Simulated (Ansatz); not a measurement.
# Au: properties at the relaxed cell

An exercise on one series of results from a longer session: the logs are not shown, and one member is left open.

Program: Ansatz 0.2.0. Level of theory: DFT PBEsol, scalar-relativistic, plane waves, PAW. These are calculated values, not measurements.

1 further run of the same task is left out (set aside as unsound or not needed).

**The system as given**

Symmetry: Cmcm, No. 63, orthorhombic system. The conventional cell has a = 2.820 Å, b = 5.034 Å, c = 4.801 Å, α = 90.00°, β = 90.00°, γ = 90.00°. Around Au (site symmetry m2m) lie 12 Au at 2.82 to 2.92 Å.

As a file:

```xyz
2
Lattice="1.4100 -2.5170 0.0000 1.4100 2.5170 0.0000 0.0000 0.0000 4.8007" Properties=species:S:1:pos:R:3 pbc="T T T"
Au    1.4100   -0.8249    1.2002
Au    1.4100    0.8249    3.6005
```

It goes back to an entry of the Materials Project, which need not be the stable form.

It is the result of an earlier relaxation at this level (volume 17.04 Å³/atom; gap on the mesh: none (metal)).

The first run:

The input, input.yaml:

```yaml
crystal:
  lattice:
    - [1.4100150315, -2.5170030996, 0.0]
    - [1.4100150315, 2.5170030996, 0.0]
    - [0.0, 0.0, 4.8006775731]
  atoms:
    - { symbol: Au, position: [0.663863951, 0.336136049, 0.25] }
    - { symbol: Au, position: [0.336136049, 0.663863951, 0.75] }
basis:
  ecutwfc: 420
kpoints:
  mp_grid: { grid: [16, 16, 10] }
  band_path:
    path:
      - [[0.0, 0.0, 0.0], [-0.5, 0.5, 0.0], [-0.32845489, 0.67154511, 0.0]]
      - [[0.32845489, 0.32845489, 0.0], [0.0, 0.0, 0.0], [0.0, 0.0, 0.5], [0.32845489, 0.32845489, 0.5]]
      - [[-0.32845489, 0.67154511, 0.5], [-0.5, 0.5, 0.5], [-0.5, 0.5, 0.0]]
      - [[0.0, 0.0, 0.0], [0.0, 0.5, 0.0], [0.0, 0.5, 0.5], [0.0, 0.0, 0.5], [-0.5, 0.5, 0.5]]
    npoints: 14
hamiltonian:
  xc: pbesol
scf:
  occupations: { method: gaussian, width: 0.1 }
  n_extra_bands: 6
output:
  forces: true
  stress: true
  eigenvalues: true
  populations: true
  dos: { projected: true, de: 0.02, nscf_kmesh: { grid: [24, 24, 15] } }
  bader: true
  write_density: true
  write_potential: true
  elf: true
  volumetric_format: npy
```

Launch:

```bash
$ ansatz run input.yaml --threads 1 --pin off --max-ram 2560MiB --backend cpu --events-out ev --progress --plain --runs-dir out
```

Steps of the session up to this table: Electronic structure at the relaxed geometry; Volume × 0.97; Point at V/V0 = 1.03; The cell scaled to 0.94 of its volume; Volume × 1.06.

One table of the session follows, with a row left open; its other results are not shown here.

It belongs to the step «Fit of the equation of state». 

```
volume (Å³/atom)  energy above the lowest point (meV/atom)  pressure (GPa)
          16.015                                      38.0           12.70
          16.527                                       8.9            5.71
          17.038                                       0.0            0.02
          17.549                                         ?               ?
          18.060                                      28.5           -8.40
```

Q: Estimate the row for volume (Å³/atom) = 17.549 from the others.

Worked estimate for «energy above the lowest point (meV/atom)». A straight line through the neighbours (17.038, 0.0) and (18.060, 28.5) gives 0.0 + (28.5 − 0.0) × (17.549 − 17.038) / (18.060 − 17.038) = 14.2; a parabola fitted to 3 rows on both sides gives 6.5.

**Answer.** energy above the lowest point (meV/atom): 7.6; pressure (GPa): -4.63. In «energy above the lowest point (meV/atom)» the line misses by +6.6 and the parabola by -1.1.

To keep in mind: The projections leave out shells that the potentials don't hold, such as empty d states.
